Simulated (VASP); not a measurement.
# Zr (Im-3m) in VASP: elastic constants with RPBE

Aim: the elastic constants of Zr with RPBE.

Program: VASP 6.6.1. These are calculated values, not measurements. Logs are shortened: lines on timing, memory, paths and dates and some standing lists are left out, and cuts for length are marked.

## Step 1: The crystal as given

It takes space group Im-3m (No. 229, cubic). The conventional cell has a = 3.582 Å, b = 3.582 Å, c = 3.582 Å, α = 90.00°, β = 90.00°, γ = 90.00°. Around Zr (site symmetry m-3m) lie 8 Zr at 3.10 Å.

This isn't the form of Zr at room conditions, which is hcp.

## Step 2: Elastic constants, RPBE

File POSCAR:

```
Zr
1.0
   -1.7908472700      1.7908472700      1.7908472700
    1.7908472700     -1.7908472700      1.7908472700
    1.7908472700      1.7908472700     -1.7908472700
Zr
1
Direct
    0.0000000000      0.0000000000      0.0000000000
```

File INCAR.step1:

```
SYSTEM = Zr
PREC = Accurate
ENCUT = 600
EDIFF = 1E-8
ISMEAR = 0
SIGMA = 0.1
LREAL = .FALSE.
LASPH = .TRUE.
NELM = 60
ALGO = Fast
ISIF = 3
LWAVE = .FALSE.
LCHARG = .FALSE.
GGA = RP
IBRION = 2
NSW = 40
EDIFFG = -0.002
```

File INCAR.step2:

```
SYSTEM = Zr
PREC = Accurate
ENCUT = 600
EDIFF = 1E-8
ISMEAR = 0
SIGMA = 0.1
LREAL = .FALSE.
LASPH = .TRUE.
NELM = 60
ALGO = Fast
ISIF = 3
LWAVE = .FALSE.
LCHARG = .FALSE.
GGA = RP
IBRION = 6
NFREE = 2
POTIM = 0.015
NSW = 1
```

File KPOINTS:

```
Automatic mesh
0
G
  16 16 16
  0 0 0
```

Potentials or basis: VASP PAW PBE potentials, release 64 (Zr_sv).

Run with:

```bash
> cat potpaw_PBE.64/Zr_sv/POTCAR > POTCAR
> cp INCAR.step1 INCAR
> mpirun -np 1 vasp_std > vasp.out
> cp CONTCAR POSCAR
> cp INCAR.step2 INCAR
> mpirun -np 1 vasp_std > vasp.out
```

OUTCAR:

```text
SYSTEM = Zr
   PREC = Accurate
   ENCUT = 600
   EDIFF = 1E-8
   ISMEAR = 0
   LREAL = .FALSE.
   LASPH = .TRUE.
   NELM = 60
   ISIF = 3
   GGA = RP
   IBRION = 6
   NFREE = 2
   POTIM = 0.015
   NSW = 1

 ion  position               nearest neighbor table
   1  0.000  0.000  0.000-

  LATTYP: Found a body centered cubic cell.
 ALAT       =     3.6061491718

  Lattice vectors:

 A1 = (  -1.8030745859,   1.8030745859,   1.8030745859)
 A2 = (   1.8030745859,  -1.8030745859,   1.8030745859)
 A3 = (   1.8030745859,   1.8030745859,  -1.8030745859)

Analysis of symmetry for initial positions (statically):
=====================================================================
 Subroutine PRICEL returns:
 Original cell was already a primitive cell.

 Routine SETGRP: Setting up the symmetry group for a
 body centered cubic supercell.

 Subroutine GETGRP returns: Found 48 space group operations
 (whereof 48 operations were pure point group operations)
 out of a pool of 48 trial point group operations.

The static configuration has the point symmetry O_h .

Analysis of symmetry for dynamics (positions and initial velocities):
=====================================================================
 Subroutine PRICEL returns:
 Original cell was already a primitive cell.

 Routine SETGRP: Setting up the symmetry group for a
 body centered cubic supercell.

 Subroutine GETGRP returns: Found 48 space group operations
 (whereof 48 operations were pure point group operations)
 out of a pool of 48 trial point group operations.

The dynamic configuration has the point symmetry O_h .

 Subroutine INISYM returns: Found 48 space group operations
 (whereof 48 operations are pure point group operations),
 and found     1 'primitive' translations

----------------------------------------------------------------------------------------

                                     Primitive cell

  volume of cell :      23.4477

  direct lattice vectors                    reciprocal lattice vectors
    -1.803074586  1.803074586  1.803074586     0.000000000  0.277304114  0.277304114
     1.803074586 -1.803074586  1.803074586     0.277304114  0.000000000  0.277304114
     1.803074586  1.803074586 -1.803074586     0.277304114  0.277304114  0.000000000

  length of vectors
     3.123016793  3.123016793  3.123016793     0.392167239  0.392167239  0.392167239

  position of ions in fractional coordinates (direct lattice)
     0.000000000  0.000000000  0.000000000

  ion indices of the primitive-cell ions
   primitive index   ion index
                 1           1

----------------------------------------------------------------------------------------

 KPOINTS: Automatic mesh

Automatic generation of k-mesh.
 Grid dimensions read from file:
 generate k-points for:   16   16   16

 Generating k-lattice:

  Cartesian coordinates                     Fractional coordinates (reciprocal lattice)
     0.000000000  0.017331507  0.017331507     0.062500000  0.000000000  0.000000000
     0.017331507  0.000000000  0.017331507     0.000000000  0.062500000  0.000000000
     0.017331507  0.017331507  0.000000000     0.000000000  0.000000000  0.062500000

  Length of vectors
     0.024510452  0.024510452  0.024510452

  Shift w.r.t. Gamma in fractional coordinates (k-lattice)
     0.000000000  0.000000000  0.000000000

 Subroutine IBZKPT returns following result:
 ===========================================

 Found    145 irreducible k-points:

 Following reciprocal coordinates:
            Coordinates               Weight
  0.000000  0.000000  0.000000      1.000000
  0.062500  0.000000  0.000000     12.000000
  0.125000  0.000000  0.000000     12.000000
  0.187500  0.000000  0.000000     12.000000
  0.250000  0.000000  0.000000     12.000000
  0.312500  0.000000  0.000000     12.000000
[... 49 lines left out ...]
   NUPDOWN=      -1.0000    fix difference up-down
   EMIN   =  10.00;   EMAX   =-10.00  energy-range for DOS
   EFERMI =   0.00;   METHOD = LEGACY
   ISMEAR =     0;   SIGMA  =   0.10  broadening in eV -4-tet -1-fermi 0-gaus
   EFERMI_NEDOS =   21; number of points for ismear=-14 and -15
   IALGO  =     68    algorithm
   IMIX   =      4    mixing-type and parameters
     AMIX     =   0.40;   BMIX     =  1.00
     AMIX_MAG =   1.60;   BMIX_MAG =  1.00
  volume/ion in A,a.u.               =      23.45       158.23
  Fermi-wavevector in a.u.,A,eV,Ry     =   1.309488  2.474574 23.330714  1.714759
  Thomas-Fermi vector in A             =   2.440083
   LORBIT       =      0    0 simple, 1 ext, 2 COOP (PROOUT), +10 PAW based schemes
   GGA     = RP    functional components
   LHFCALC =     F    Hartree Fock is set to
   AEXX    =    0.0000 exact exchange contribution
   IVDW    =     0    specifies the selected vdW correction
   LEPSILON=     F    determine dielectric tensor
   LRPA    =     F    only Hartree local field effects (RPA)
 finite differences with symmetry
 non-spin polarized calculation
 RMM-DIIS sequential band-by-band and
 Gauss-broadening in eV      SIGMA  =   0.10
  energy-cutoff  :      600.00
  volume of cell :       23.45
 maximum number of plane-waves:       798
 NGX is ok and might be reduce to    28
   NGX = 13   NGY = 13   NGZ = 13

--------------------------------------- Ionic step        1  -------------------------------------------

 number of electron      12.0000000 magnetization

 Free energy of the ion-electron system (eV)
  ---------------------------------------------------
  ext. energy  EPLUGINS =         0.00000000
  ---------------------------------------------------
  free energy    TOTEN  =        -8.00664820 eV

  energy without entropy =       -7.99640252  energy(sigma->0) =       -8.00152536

------------------------ aborting loop because EDIFF is reached ----------------------------------------

  FORCE on cell =-STRESS in cart. coord.  units (eV):
  Direction    XX          YY          ZZ          XY          YZ          ZX
  --------------------------------------------------------------------------------------
  -------------------------------------------------------------------------------------
  Total        0.0013075      0.0013075      0.0013075      0.0000000      0.0000000     -0.0000000
  in kB        0.0893401      0.0893401      0.0893401      0.0000000      0.0000000     -0.0000000
  external PRESSURE =       0.0893401 kB  Pullay stress =       0.0000000 kB
[... 86 lines left out ...]
  FREE ENERGIE OF THE ION-ELECTRON SYSTEM (eV)
  ---------------------------------------------------
  free  energy   TOTEN  =        -8.0055041428 eV

  energy  without entropy=       -7.9955857739  energy(sigma->0) =       -8.00054496

[... ionic steps 4 to 12 ...]

--------------------------------------- Ionic step       13  -------------------------------------------

 number of electron      12.0000000 magnetization

------------------------ aborting loop because EDIFF is reached ----------------------------------------
[... 65 lines left out ...]
--------------------------------------- Ionic step       15  -------------------------------------------

 number of electron      12.0000000 magnetization

 Free energy of the ion-electron system (eV)
  ---------------------------------------------------
  ext. energy  EPLUGINS =         0.00000000
  ---------------------------------------------------
  free energy    TOTEN  =        -8.00664801 eV

  energy without entropy =       -7.99640204  energy(sigma->0) =       -8.00152502

 E-fermi :   8.7195     XC(G=0): -10.9706

 val. band max:        8.7175048970   @ k =  -0.4375  -0.4375   0.1250
 cond. band min:       8.7247045026   @ k =   0.1875   0.0625   0.0625
 fundamental gap:      0.0071996055
 Fermi energy:         8.7194644328

 k-point     1 :       0.0000    0.0000    0.0000
  band No.  band energies     occupation
      1     -39.8232      2.00000
      2     -17.3485      2.00000
      3     -17.3485      2.00000
      4     -17.3485      2.00000
      5       3.3688      2.00000
      6       9.8491      0.00000
      7       9.8491      0.00000
      8       9.8491      0.00000
      9      12.2902      0.00000
     10      12.2903      0.00000
[... 287 lines left out ...]
 k-point    24 :       0.2500    0.1875    0.0000
  band No.  band energies     occupation
      1     -39.6940      2.00000
      2     -18.0835      2.00000
      3     -17.6507      2.00000
      4     -17.4290      2.00000
      5       6.5218      2.00000
      6       8.2288      2.00000
      7       8.7438      0.73092
      8      11.7931      0.00000
      9      12.9397      0.00000
     10      14.2891      0.00000

 [... further k-points ...]

------------------------ aborting loop because EDIFF is reached ----------------------------------------

  FORCE on cell =-STRESS in cart. coord.  units (eV):
  Direction    XX          YY          ZZ          XY          YZ          ZX
  --------------------------------------------------------------------------------------
  -------------------------------------------------------------------------------------
  Total        0.0012684      0.0012684      0.0012684      0.0000000      0.0000000      0.0000000
  in kB        0.0866694      0.0866694      0.0866694      0.0000000      0.0000000      0.0000000
  external PRESSURE =       0.0866694 kB  Pullay stress =       0.0000000 kB
[... 16 lines left out ...]
  FREE ENERGIE OF THE ION-ELECTRON SYSTEM (eV)
  ---------------------------------------------------
  free  energy   TOTEN  =        -8.0066480071 eV

  energy  without entropy=       -7.9964020421  energy(sigma->0) =       -8.00152502

 INTERNAL STRAIN TENSORS FROM STRAINED CELLS
 ============================================

 INTERNAL STRAIN TENSOR FOR ION    1 for displacements in x,y,z  (eV/Angst):
          X           Y           Z          XY          YZ          ZX
  --------------------------------------------------------------------------------
  x    -0.00000     0.00000     0.00000    -0.00000     0.00000    -0.00000
  y     0.00000    -0.00000     0.00000     0.00000     0.00000     0.00000
  z     0.00000     0.00000     0.00000     0.00000     0.00000     0.00000

 INTERNAL STRAIN TENSORS FROM DISPLACED ATOMS
 ============================================

 INTERNAL STRAIN TENSOR FOR ION    1 for displacements in x,y,z  (eV/Angst):
          X           Y           Z          XY          YZ          ZX
  --------------------------------------------------------------------------------
  x     0.00000     0.00000     0.00000     0.00000     0.00000     0.00000
  y     0.00000     0.00000     0.00000     0.00000     0.00000     0.00000
  z     0.00000     0.00000     0.00000     0.00000     0.00000     0.00000

 Eigenvectors and eigenvalues of the dynamical matrix
 ----------------------------------------------------

   1 f/i=    0.000000 THz     0.000000 2PiTHz    0.000000 cm-1     0.000000 meV
             X         Y         Z           dx          dy          dz
      0.000000  0.000000  0.000000     1.000000    0.000000    0.000000

   2 f/i=    0.000000 THz     0.000000 2PiTHz    0.000000 cm-1     0.000000 meV
             X         Y         Z           dx          dy          dz
      0.000000  0.000000  0.000000     0.000000    1.000000    0.000000

   3 f/i=    0.000000 THz     0.000000 2PiTHz    0.000000 cm-1     0.000000 meV
             X         Y         Z           dx          dy          dz
      0.000000  0.000000  0.000000     0.000000    0.000000    1.000000

--------------------------------------------------------------------------------------------------------

 ELASTIC MODULI CONTR FROM IONIC RELAXATION (kBar)
 Direction    XX          YY          ZZ          XY          YZ          ZX
 --------------------------------------------------------------------------------
 XX           0.0000      0.0000      0.0000      0.0000      0.0000      0.0000
 YY           0.0000      0.0000      0.0000      0.0000      0.0000      0.0000
 ZZ           0.0000      0.0000      0.0000      0.0000      0.0000      0.0000
 XY           0.0000      0.0000      0.0000      0.0000      0.0000      0.0000
 YZ           0.0000      0.0000      0.0000      0.0000      0.0000      0.0000
 ZX           0.0000      0.0000      0.0000      0.0000      0.0000      0.0000
 --------------------------------------------------------------------------------

 TOTAL ELASTIC MODULI (kBar)
 Direction    XX          YY          ZZ          XY          YZ          ZX
 --------------------------------------------------------------------------------
 XX         687.2699    918.2221    918.2221     -0.0000      0.0000      0.0000
 YY         918.2221    687.2699    918.2221     -0.0000     -0.0000      0.0000
 ZZ         918.2221    918.2221    687.2699      0.0000     -0.0000      0.0000
 XY          -0.0000     -0.0000      0.0000    312.6073      0.0000     -0.0000
 YZ           0.0000     -0.0000     -0.0000      0.0000    312.6073      0.0000
 ZX           0.0000      0.0000      0.0000     -0.0000      0.0000    312.6073
 --------------------------------------------------------------------------------
```

Run time: 85 min. Hardware: 1 thread of Intel Xeon Platinum 8375C at 2.90GHz (Ice Lake), shared host; peak memory 0.67 GiB.

What came out:

* Relaxed volume: 23.45 Å³/atom
* Relaxed cell: a = 3.123 Å, b = 3.123 Å, c = 3.123 Å, α = 109.47°, β = 109.47°, γ = 109.47°
* Space group after relaxing (to 0.05 Å): Im-3m (No. 229)
* Elastic constants C11, C12, C44: 69, 92, 31 GPa
* Voigt bulk modulus: 84 GPa

Step by step:
```
step  energy change (eV)  largest force (eV/Å)  pressure (GPa)  volume (Å³)
   1              0.0000                0.0000            1.77        22.97
   2             -0.0010                0.0000           -1.32        23.83
   3             -0.0026                0.0000            0.00        23.45
```

Final structure:
```
Zr
1.0
    -1.80307    1.80307    1.80307
     1.80307   -1.80307    1.80307
     1.80307    1.80307   -1.80307
Zr
1
Direct
  0.00000 0.00000 0.00000
```

Elastic tensor in Voigt notation (GPa, in the Cartesian axes of the cell as first typed):
```
69 92 92  0  0  0
92 69 92  0  0  0
92 92 69  0  0  0
 0  0  0 31  0  0
 0  0  0  0 31  0
 0  0  0  0  0 31
```

Clamped-ion elastic tensor (GPa):
```
69 92 92  0  0  0
92 69 92  0  0  0
92 92 69  0  0  0
 0  0  0 31  0  0
 0  0  0  0 31  0
 0  0  0  0  0 31
```

Caveat: the elastic tensor has a negative eigenvalue, so either the cell is unstable as it stands or the mesh is too thin; the PAW data sets were made with another functional, which shifts forces and pressure a little.
